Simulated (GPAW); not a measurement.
# Core-hole calculation of the O K edge in wurtzite (ZnO)₁₋ₓ(CdO)ₓ at x = 0, part 2 of 3

What does the O K edge look like in wurtzite (ZnO)₁₋ₓ(CdO)ₓ at x = 0?

GPAW 26.7.0; X-ray absorption from dipole matrix elements to empty bands, plane-wave PAW LDA.

So far. Step 3 (Ground state of the crystal): The mesh shows a gap of 0.70 eV. The excited electron is kept all the same, so that all members of the series, with or without a gap, are treated alike.

### 5. Spectrum with XCH, O atom 2

The holes are 5.2 Å apart. In GPAW the data set carries the hole's charge, so charge=0 means a charged cell and charge=-1 a neutral one. The excited electron is kept in the cell, where it fills the lowest empty states and screens the hole. After the field has converged, empty bands are computed with the density fixed and the dipole matrix elements are summed.

The absorber has 4 Zn at 1.98 Å (tetrahedral).

The input, xas.py:

```python
import numpy as np
from ase import Atoms
from ase.parallel import parprint, paropen
from gpaw import GPAW, PW, FermiDirac, Mixer, MixerDif, setup_paths
from gpaw.test import gen
setup_paths.insert(0, '.')
gen('O', name='fch1s', xcname='LDA', corehole=(1, 0, 1), write_xml=True)
from gpaw.mpi import world
world.barrier()

atoms = Atoms('ZnOZnOZnOZnOZnOZnOZnOZnO',
    cell=[[6.5, 0, 0],
     [0, 5.629165, 0],
     [0, 0, 5.207]],
    scaled_positions=[[0, 0, 0],
     [0, 0.333333, 0.120142],
     [0, 0.333333, 0.5],
     [0, 0, 0.620142],
     [0.25, 0.5, 0],
     [0.25, 0.833333, 0.120142],
     [0.25, 0.833333, 0.5],
     [0.25, 0.5, 0.620142],
     [0.5, 0, 0],
     [0.5, 0.333333, 0.120142],
     [0.5, 0.333333, 0.5],
     [0.5, 0, 0.620142],
     [0.75, 0.5, 0],
     [0.75, 0.833333, 0.120142],
     [0.75, 0.833333, 0.5],
     [0.75, 0.5, 0.620142]],
    pbc=True)
atoms.calc = calc = GPAW(legacy_gpaw=True, mode=PW(500, force_complex_dtype=True), xc='LDA', setups={1: 'fch1s'},
    kpts={'size': (3, 3, 3), 'gamma': True}, occupations=FermiDirac(0.04),
    charge=-1, mixer=Mixer(0.1, 5, 50), maxiter=150,
    convergence={'density': 0.0001, 'eigenstates': 1e-6}, txt='scf.txt')
energy = atoms.get_potential_energy() + calc.get_reference_energy()
ef = calc.get_fermi_level()
out = dict(energy=energy, fermi=ef, forces=atoms.get_forces().tolist())
parprint(f'all-electron energy {energy:.4f} eV, Fermi level {ef:.4f} eV')
ev = np.array([[calc.get_eigenvalues(k, s) for k in range(len(calc.get_ibz_k_points()))] for s in range(calc.get_number_of_spins())])
out['homo'], out['lumo'], out['counts'] = ev[ev < ef].max(), ev[ev > ef].min(), sorted(set((ev < ef).sum((0, 2)).tolist()))
out['filled'] = (ev[:, 0] < ef).sum(1).tolist()

from ase.units import Ha
from gpaw.xas import dipole_matrix_elements
nb = int(calc.get_number_of_electrons() / 2) + 99
top, nb = nb, nb + 8 + nb // 12
nscf = calc.fixed_density(kpts={'size': (4, 4, 4), 'gamma': True}, nbands=nb,
    convergence={'bands': top, 'eigenstates': 5e-3}, maxiter=60, txt='nscf.txt')
cell = atoms.cell.array
ops = [cell.T @ U.T @ np.linalg.inv(cell.T) for U in nscf.wfs.kd.symmetry.op_scc]
filled = [72]  # bands filled in the ground state, by spin
E = np.arange(-6, 30, 0.1)
fwhm = np.interp(E, [4, 25], [0.9, 3.5])
Y, X, zero, highest = 0, 0, 1e9, 1e9
for spin in range(nscf.get_number_of_spins()):
    wfs = nscf.wfs
    mine = wfs.bd.get_slice()  # this rank's bands
    A = dipole_matrix_elements(wfs.setups[1])
    eps = np.zeros((wfs.kd.nibzkpts, nb))
    d = np.zeros((3, A.shape[1], wfs.kd.nibzkpts, nb), complex)
    for kpt in wfs.kpt_u:
        if kpt.s == spin and 1 in kpt.P_ani:
            eps[kpt.k, mine] = kpt.eps_n * Ha
            d[:, :, kpt.k, mine] = (kpt.weight * wfs.nspins / 2) ** 0.5 * np.inner(A, kpt.P_ani[1])
    world.sum(eps)
    world.sum(d)
    T = np.einsum('amkn,bmkn->abkn', d, d.conj()).real
    T = sum(np.einsum('ai,ijkn,bj->abkn', R, T, R) for R in ops) / len(ops)
    empty = np.ones_like(eps, bool) & (np.arange(nb) >= filled[spin])
    zero, highest = min(zero, eps[empty].min()), min(highest, eps[:, top - 1].min())
    lines = [(eps, T, empty)] if spin == 0 else lines + [(eps, T, empty)]
for eps, T, empty in lines:
    f = np.einsum('aakn->akn', T).reshape(3, -1)
    x = eps.ravel() - zero
    w = np.interp(x, E, fwhm) / 2.35482
    g = np.exp(-0.5 * ((E[:, None] - x) / w) ** 2) / (w * (2 * np.pi) ** 0.5)
    Y = Y + (f * empty.ravel()) @ g.T
    X = X + (f * ~empty.ravel()) @ g.T
out.update(E=E.round(2).tolist(), xas=Y.tolist(), xes=X.tolist(), zero=zero, valid=highest - zero, nk=len(eps), nb=nb)
for i in range(0, len(E), 10):
    parprint(f'{E[i]:7.2f}', *(f'{v:10.3e}' for v in Y[:, i]))
import json
with paropen('out.json', 'w') as f:
    json.dump(out, f)
```

Launch:

```bash
$ OMP_NUM_THREADS=1 mpirun -n 4 gpaw python xas.py
```

Numbers of over 12 decimals in the logs are rounded to 6 here.

Log:

```text
Input parameters:
  charge: -1
  convergence: {density: 0.0001,
                eigenstates: 1e-06}
  kpts: {gamma: True,
         size: (3, 3, 3)}
  maxiter: 150
  mixer: {backend: pulay,
          beta: 0.1,
          method: separate,
          nmaxold: 5,
          weight: 50}
  mode: {ecut: 500.0,
         force_complex_dtype: True,
         name: pw}
  occupations: {fixmagmom: False,
                name: fermi-dirac,
                width: 0.04}
  setups: {1: fch1s}

Initialize ...

[... PAW data sets ...]

Reference energy: -405975.811451  # eV

Spin-paired calculation

[... convergence settings ...]
Symmetries present (total): 2
  [... symmetry matrices ...]

27 k-points: 3 x 3 x 3 Monkhorst-Pack grid
10 k-points in the irreducible part of the Brillouin zone
       k-points in crystal coordinates                weights
   0:     0.00000000    0.00000000    0.00000000          1/27
   1:     0.00000000    0.00000000    0.33333333          2/27
   2:     0.00000000    0.33333333   -0.33333333          2/27
   3:     0.00000000    0.33333333    0.00000000          2/27
   4:     0.00000000    0.33333333    0.33333333          2/27
   5:     0.33333333    0.00000000    0.00000000          2/27
   6:     0.33333333    0.00000000    0.33333333          4/27
   7:     0.33333333    0.33333333   -0.33333333          4/27
   8:     0.33333333    0.33333333    0.00000000          4/27
   9:     0.33333333    0.33333333    0.33333333          4/27

Wave functions: Plane wave expansion
  Cutoff energy: 500.000 eV
  Number of coefficients (min, max): 4817, 4861
  Pulay-stress correction: 0.000000 eV/Ang^3 (de/decut=0.000000)
  Using FFTW library
  Wavefunction extrapolation:
    Improved wavefunction reuse through dual PAW basis

Occupation numbers: Fermi-Dirac:
  width: 0.0400  # eV

Eigensolver
   Davidson(niter=2)

Densities:
  Coarse grid: 35*30*27 grid
  Fine grid: 70*60*54 grid
  Total Charge: 0.000000

Density mixing:
  Method: separate
  Backend: pulay
  Linear mixing parameter: 0.1
  old densities: 5
  Width of damping distribution: 1.1
  Damping of long wavelength oscillations: 50

[... Hamiltonian set-up ...]
Number of atoms: 16
Number of atomic orbitals: 104
Number of bands in calculation: 91
Number of valence electrons: 145
Bands to converge: occupied

... initialized

Initializing position-dependent things.

Density initialized from atomic densities
Creating initial wave functions:
  91 bands from LCAO basis set

Positions:
   0 Zn     0.000000    0.000000    0.000000    ( 0.0000,  0.0000,  0.0000)
   1 O      0.000000    1.876386    0.625579    ( 0.0000,  0.0000,  0.0000)
   2 Zn     0.000000    1.876386    2.603500    ( 0.0000,  0.0000,  0.0000)
   3 O      0.000000    0.000000    3.229079    ( 0.0000,  0.0000,  0.0000)
   4 Zn     1.625000    2.814583    0.000000    ( 0.0000,  0.0000,  0.0000)
   5 O      1.625000    4.690969    0.625579    ( 0.0000,  0.0000,  0.0000)
   6 Zn     1.625000    4.690969    2.603500    ( 0.0000,  0.0000,  0.0000)
[...]
13 O      4.875000    4.690969    0.625579    ( 0.0000,  0.0000,  0.0000)
  14 Zn     4.875000    4.690969    2.603500    ( 0.0000,  0.0000,  0.0000)
  15 O      4.875000    2.814583    3.229079    ( 0.0000,  0.0000,  0.0000)

Unit cell:
           periodic     x           y           z      points  spacing
  1. axis:    yes    6.500000    0.000000    0.000000    35     0.1857
  2. axis:    yes    0.000000    5.629165    0.000000    30     0.1876
  3. axis:    yes    0.000000    0.000000    5.207000    27     0.1929

  Lengths:   6.500000   5.629165   5.207000
  Angles:   90.000000  90.000000  90.000000

Effective grid spacing dv^(1/3) = 0.1887

iter:   1  -112.272381
iter:   2  -106.742024   -0.34  -1.08
iter:   3  -100.050171   -0.40  -1.18
iter:   4  -100.046721   -0.96  -1.47
iter:   5  -100.005589c  -1.82  -1.59
iter:   6   -99.700096   -2.00  -2.05
iter:   7   -99.674599   -2.92  -2.43
iter:   8   -99.675643c  -3.98  -2.71
iter:   9   -99.675226c  -4.54  -2.88
iter:  10   -99.673331c  -4.03  -2.96
iter:  11   -99.673447c  -4.82  -3.50
iter:  12   -99.673178c  -5.16  -3.49
iter:  13   -99.673146c  -6.07c -3.92
iter:  14   -99.673137c  -6.55c -4.09c

Converged after 14 iterations.

Dipole moment: (-0.000000, 3.716266, -5.899722) |e|*Ang

Energy contributions relative to reference atoms: (reference = -405975.811451)

Kinetic:       +147.037260
Potential:     -130.870374
External:        +0.000000
XC:            -115.459446
Entropy (-ST):   -0.010329
Local:           -0.375412
SIC:             +0.000000
--------------------------
Free energy:    -99.678301
Extrapolated:   -99.673137

Showing only first 2 kpts
 Kpt  Band  Eigenvalues  Occupancy
  0    70      3.46093    2.00000
  0    71      3.48481    2.00000
  0    72      3.94098    2.00000
  0    73      8.30932    0.00000

  1    70      3.33120    2.00000
  1    71      3.34605    2.00000
  1    72      5.55698    2.00000
[...]
Fermi level: 6.17465

No gap
No difference between direct/indirect transitions

Forces in eV/Ang:
  0 Zn    0.00000   -1.80216   -0.59802
  1 O     0.00000   -0.01490   -0.00656
  2 Zn    0.00000    0.00136    1.76041
  3 O     0.00000    0.41048    0.02466
  4 Zn    1.57326    0.92151   -0.60550
  5 O    -0.33865   -0.02848   -0.05438
  6 Zn    0.17489    0.09060    0.09186
[...]
13 O     0.33865   -0.02848   -0.05438
 14 Zn   -0.17489    0.09060    0.09186
 15 O     0.35328   -0.20549    0.02782
Scalar-relativistic atomic LDA calculation for O (Oxygen, Z=8)
Core hole in 1s state (1s occupation: 1.0)
300 radial gridpoints.
|------------------------------------------------|
|------------------------------------------------|
[... the atom generator's iteration count ...]

Energy contributions:
-------------------------
Kinetic:      +54.046737
XC:            -5.876031
Potential:   -102.458324
-------------------------
Total:        -54.287618

state      eigenvalue         ekin         rmax
-----------------------------------------------
1s^1.0 :   -21.731873    30.611423        0.127
2s^2.0 :    -1.594915     4.066245        0.801
2p^4.0 :    -1.067100     3.825706        0.682
-----------------------------------------------
(units: Bohr and Hartree)

Generating PAW setup
Kinetic energy of the core from tauc = 30.636371
Cutoffs:
rc(s)=1.300
rc(p)=1.130
rc(d)=1.170
rc(vbar)=1.300
rc(comp)=1.260
rc(nct)=1.300

Kinetic energy of the core states: 30.611423
Charge: 1.0
Core electrons: 1.0
Valence electrons: 6.0
Pseudo-core charge: 0.000198
Shape function alpha=6.299
Pseudo-electron charge 5.280306
state    eigenvalue         norm
--------------------------------
2s(2) :    -1.594915     1.065643
*s    :    -0.594915
2p(4) :    -1.067100     0.787205
*p    :    -0.067100
*d    :     0.000000
--------------------------------

Diagonalizing with gridspacing h=0.050

state   all-electron     PAW
-------------------------------
2s:      -1.594915    -1.596334
2p:      -1.067100    -1.073375
*d:                   -0.060686
*f:                   -0.013559
-------------------------------
all-electron energy -406075.4846 eV, Fermi level 6.1747 eV
[...]
27.00  7.189e-05  7.247e-05  8.922e-05
  28.00  5.646e-05  5.682e-05  8.692e-05
  29.00  4.781e-05  4.744e-05  6.903e-05
```

Wall time 2.4 min (4 MPI ranks of Arm Neoverse V2, shared host); peak memory 0.49 GiB.

The O K spectrum, O atom 2, excited-electron core hole (neutral cell) (energy from the bottom of the conduction band, which holds the excited electron; intensity scaled to a mean of 1 over the first 20 eV; polarised curves are means over the symmetry-equivalent atoms):

| E (eV) | isotropic | ε ⊥ c | ε ∥ c |
| --- | --- | --- | --- |
| -2.0 | 0.00 | 0.00 | 0.00 |
| -1.5 | 0.00 | 0.00 | 0.00 |
| -1.0 | 0.00 | 0.00 | 0.00 |
| -0.5 | 0.00 | 0.00 | 0.00 |
| 0.0 | 0.00 | 0.00 | 0.00 |
| 0.5 | 0.02 | 0.02 | 0.01 |
| 1.0 | 0.07 | 0.08 | 0.06 |
| 1.5 | 0.15 | 0.15 | 0.16 |
| 2.0 | 0.24 | 0.25 | 0.22 |
| 2.5 | 0.43 | 0.47 | 0.36 |
| 3.0 | 0.74 | 0.73 | 0.76 |
| 3.5 | 1.12 | 1.09 | 1.18 |
| 4.0 | 1.52 | 1.58 | 1.40 |
| 4.5 | 1.87 | 1.90 | 1.81 |
| 5.0 | 2.06 | 2.00 | 2.18 |
| 5.5 | 2.20 | 2.13 | 2.34 |
| 6.0 | 2.65 | 2.55 | 2.86 |
| 6.5 | 2.98 | 3.11 | 2.72 |
| 7.0 | 3.09 | 3.51 | 2.27 |
| 7.5 | 2.68 | 2.97 | 2.11 |
| 8.0 | 1.68 | 1.72 | 1.61 |
| 8.5 | 0.92 | 0.82 | 1.13 |
| 9.0 | 0.78 | 0.55 | 1.24 |
| 9.5 | 0.90 | 0.57 | 1.55 |
| 10.0 | 0.95 | 0.66 | 1.52 |
| 10.5 | 0.91 | 0.77 | 1.18 |
| 11.0 | 0.90 | 0.91 | 0.87 |
| 11.5 | 0.94 | 1.06 | 0.69 |
| 12.0 | 1.00 | 1.20 | 0.60 |
| 12.5 | 1.01 | 1.25 | 0.54 |
| 13.0 | 0.95 | 1.16 | 0.52 |
| 13.5 | 0.82 | 0.96 | 0.53 |
| 14.0 | 0.67 | 0.73 | 0.57 |
| 14.5 | 0.57 | 0.55 | 0.61 |
| 15.0 | 0.51 | 0.43 | 0.65 |
| 15.5 | 0.46 | 0.36 | 0.66 |
| 16.0 | 0.42 | 0.31 | 0.64 |
| 16.5 | 0.39 | 0.28 | 0.61 |
| 17.0 | 0.39 | 0.28 | 0.59 |
| 17.5 | 0.40 | 0.31 | 0.58 |
| 18.0 | 0.44 | 0.37 | 0.59 |
| 18.5 | 0.49 | 0.44 | 0.61 |
| 19.0 | 0.56 | 0.51 | 0.66 |
| 19.5 | 0.64 | 0.59 | 0.73 |
| 20.0 | 0.71 | 0.66 | 0.81 |
| 20.5 | 0.78 | 0.73 | 0.89 |
| 21.0 | 0.84 | 0.80 | 0.93 |
| 21.5 | 0.90 | 0.88 | 0.94 |
| 22.0 | 0.95 | 0.97 | 0.91 |
| 22.5 | 1.00 | 1.07 | 0.86 |
| 23.0 | 1.05 | 1.17 | 0.80 |
| 23.5 | 1.11 | 1.28 | 0.75 |
| 24.0 | 1.18 | 1.39 | 0.74 |
| 24.5 | 1.25 | 1.48 | 0.79 |
| 25.0 | 1.32 | 1.53 | 0.89 |
| 25.5 | 1.36 | 1.52 | 1.04 |
| 26.0 | 1.38 | 1.46 | 1.22 |
| 26.5 | 1.36 | 1.35 | 1.39 |
| 27.0 | 1.31 | 1.21 | 1.50 |
| 27.5 | 1.22 | 1.07 | 1.52 |
| 28.0 | 1.12 | 0.95 | 1.46 |
| 28.5 | 1.01 | 0.86 | 1.32 |
| 29.0 | 0.92 | 0.80 | 1.16 |
| 29.5 | 0.84 | 0.76 | 1.00 |

Main maxima below 24 eV (height): 6.9 eV (3.10) and 12.3 eV (1.02). A K edge sees empty p states on the absorber.

The total-energy difference is 534.89 eV. One term is added: -8.83 eV, since the hole is spin-paired here and a spin-polarised one costs that much less in the free atom (computed apart). The photon energy is then 526.06 eV. The functional leaves an error in such absolute values: in the free atom LDA prices this hole 4.1 eV below PBE (computed apart), and PBE is itself good to a few eV.

### 6. Reference energy of the cell

The absorbing element, whose data set is made anew, changes for the next run, so it gets a reference energy of its own.

The input, scf.py:

```python
import numpy as np
from ase import Atoms
from ase.parallel import parprint, paropen
from gpaw import GPAW, PW, FermiDirac, Mixer, MixerDif, setup_paths
from gpaw.test import gen
setup_paths.insert(0, '.')
gen('Zn', name='nch1s', xcname='LDA', corehole=(1, 0, 0), write_xml=True)
from gpaw.mpi import world
world.barrier()

atoms = Atoms('ZnOZnOZnOZnOZnOZnOZnOZnO',
    cell=[[6.5, 0, 0],
     [0, 5.629165, 0],
     [0, 0, 5.207]],
    scaled_positions=[[0, 0, 0],
     [0, 0.333333, 0.120142],
     [0, 0.333333, 0.5],
     [0, 0, 0.620142],
     [0.25, 0.5, 0],
     [0.25, 0.833333, 0.120142],
     [0.25, 0.833333, 0.5],
     [0.25, 0.5, 0.620142],
     [0.5, 0, 0],
     [0.5, 0.333333, 0.120142],
     [0.5, 0.333333, 0.5],
     [0.5, 0, 0.620142],
     [0.75, 0.5, 0],
     [0.75, 0.833333, 0.120142],
     [0.75, 0.833333, 0.5],
     [0.75, 0.5, 0.620142]],
    pbc=True)
atoms.calc = calc = GPAW(legacy_gpaw=True, mode=PW(500, force_complex_dtype=True), xc='LDA', setups={0: 'nch1s'},
    kpts={'size': (3, 3, 3), 'gamma': True}, occupations=FermiDirac(0.02),
    charge=0, mixer=Mixer(0.1, 5, 50), maxiter=150,
    convergence={'density': 0.0001, 'eigenstates': 1e-6}, txt='scf.txt')
energy = atoms.get_potential_energy() + calc.get_reference_energy()
ef = calc.get_fermi_level()
out = dict(energy=energy, fermi=ef, forces=atoms.get_forces().tolist())
parprint(f'all-electron energy {energy:.4f} eV, Fermi level {ef:.4f} eV')
ev = np.array([[calc.get_eigenvalues(k, s) for k in range(len(calc.get_ibz_k_points()))] for s in range(calc.get_number_of_spins())])
out['homo'], out['lumo'], out['counts'] = ev[ev < ef].max(), ev[ev > ef].min(), sorted(set((ev < ef).sum((0, 2)).tolist()))
out['filled'] = (ev[:, 0] < ef).sum(1).tolist()
import json
with paropen('out.json', 'w') as f:
    json.dump(out, f)
```

Launch:

```bash
$ OMP_NUM_THREADS=1 mpirun -n 4 gpaw python scf.py
```

Log:

```text
Input parameters:
  convergence: {density: 0.0001,
                eigenstates: 1e-06}
  kpts: {gamma: True,
         size: (3, 3, 3)}
  maxiter: 150
  mixer: {backend: pulay,
          beta: 0.1,
          method: separate,
          nmaxold: 5,
          weight: 50}
  mode: {ecut: 500.0,
         force_complex_dtype: True,
         name: pw}
  occupations: {fixmagmom: False,
                name: fermi-dirac,
[...]
*s    :     0.771506
4p(0) :    -0.045217     1.008310
*p    :     0.954783
3d(10):    -0.383140     0.154691
*d    :     0.616860
--------------------------------

Diagonalizing with gridspacing h=0.050

state   all-electron     PAW
-------------------------------
4s:      -0.228494    -0.228671
4p:      -0.045217    -0.045275
3d:      -0.383140    -0.383726
*f:                    0.072913
-------------------------------
all-electron energy -406610.3705 eV, Fermi level 3.8305 eV
[key lines of the parts left out:]
Converged after 12 iterations.
Dipole moment: (-0.000000, 3.871870, -5.713608) |e|*Ang
Free energy:    -83.892329
Fermi level: 3.83053
```

Run time: 29 s. Hardware: 4 MPI ranks; peak memory 0.26 GiB.

Reference energy: -406610.371 eV with the cores included.

(Continued in part 3 of 3.)

[Banner, clock and machine lines of the logs are left out without a mark of their own.]

[Logs are printed without paths, hosts, clocks, repeated set-up lines and the standing remarks that a program may print on its own settings, such as how far it seeks lower states.]

[Hosts, paths, dates, database ids (printed as entryN), source tags and the programs' standing remarks are cut or masked in the printed files.]

[Lists of maxima count a maximum above −3 eV only where it reaches 4 % of the highest in the window and stands out from its surroundings by 2 % of it (1.5 % where it reaches 55 %); shoulders and weaker maxima are passed over, and of the rest the first, up to two pre-edge ones and the few strongest are named.]
